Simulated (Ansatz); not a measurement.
# Indium, A15 under RPBE: structure and ground-state energy, part 2 of 2

What does RPBE give for indium in the A15 structure? We relax it, then solve it on a dense k-mesh. Spin polarisation is left out. The k-meshes are 5×5×5 for the relaxation; 6×6×6 for the dense run.

Ansatz 0.2.0; DFT, RPBE, plane waves (420 eV) with PAW, scalar-relativistic.

## Step 4: Outcome

The summary covers parts 1 to 2.

| quantity | value |
| --- | --- |
| space group (spins left aside) | Pm-3n (No. 223) |
| conventional cell | a = 6.188 Å |
| volume | 29.613 Å³/atom |
| shortest distance | 3.094 Å |
| gap on the mesh | none (levels filled in part) |
| relative to body-centred tetragonal | +33 meV/atom |

The relaxation enlarged the cell by 13.3 % in volume. It lies 33 meV/atom above the element's reference form at the same level (body-centred tetragonal, from a run of its own). Levels at the Fermi energy are filled in part, as in a metal. Relaxation kept the symmetry; phonons were not checked.
